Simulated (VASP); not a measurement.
Write the native input for VASP 6.6.1 that does the following.

```yaml
Task: single point
Functional: PBEsol
Potentials_or_basis: VASP PAW PBE potentials, release 64 (Mo_sv, S)
Cutoff: 520 eV
k_mesh: 8 × 8 × 2
Occupations: gaussian, width 0.05 eV
Spin: collinear spin, ferromagnetic start
Starting_moments: "[1.0, 1.0, 0.0, 0.0, 0.0, 0.0] μB"
Hubbard_terms: Mo d U = 2.5 eV
Further_INCAR_settings: ALGO = Normal; EDIFF = 1e-07
```

The structure of MoS2 lies in POSCAR:

```
MoS2
1.0
    3.1610015200      0.0000000000      0.0000000000
   -1.5805007600      2.7375076200      0.0000000000
    0.0000000000      0.0000000000     12.2949997000
Mo S
2 4
Direct
    0.3333333333      0.6666666667      0.2500000000
    0.6666666667      0.3333333333      0.7500000000
    0.3333333333      0.6666666667      0.6275000000
    0.6666666667      0.3333333333      0.1275000000
    0.3333333333      0.6666666667      0.8725000000
    0.6666666667      0.3333333333      0.3725000000
```

One way to write it, as run:

INCAR

```
SYSTEM = MoS2
ALGO = Normal
EDIFF = 1E-7
ENCUT = 520
GGA = PS
ISIF = 2
ISMEAR = 0
ISPIN = 2
LASPH = .True.
LCHARG = .False.
LDAU = .True.
LDAUJ = 0 0
LDAUL = 2 -1
LDAUPRINT = 1
LDAUTYPE = 2
LDAUU = 2.5 0
LMAXMIX = 4
LORBIT = 11
LREAL = .False.
LWAVE = .False.
MAGMOM = 1 1 0 0 0 0
NELM = 80
PREC = Accurate
SIGMA = 0.05
```

KPOINTS

```
k-points
0
Gamma
  8 8 2
  0 0 0
```

Potentials or basis: VASP PAW PBE potentials, release 64 (Mo_sv, S).

Run with:

```sh
$ cat potpaw_PBE.64/Mo_sv/POTCAR potpaw_PBE.64/S/POTCAR > POTCAR
$ mpirun -np 1 vasp_std > vasp.out
```

It gave:

```json
{
  "Pressure": "5.3 GPa",
  "Largest force": "1.105 eV/Å",
  "Band gap on the k mesh": "0.91 eV, indirect (least direct gap 1.91 eV)",
  "Net moment": "0.00 μB per cell",
  "Valence electrons inside the program's atomic spheres": "Mo 12.54; S 3.71"
}
```

Caveat: the PAW data sets were made with another functional, which shifts forces and pressure a little; this functional lacks dispersion, which binds the layers, so the pressure and a relaxed spacing across them are unreliable.

It took 2.2 min on 1 thread of Intel(R) Xeon(R) Platinum 8259CL CPU @ 2.50GHz (Skylake/Cascade Lake), with other jobs on the host, peak memory 0.32 GiB.
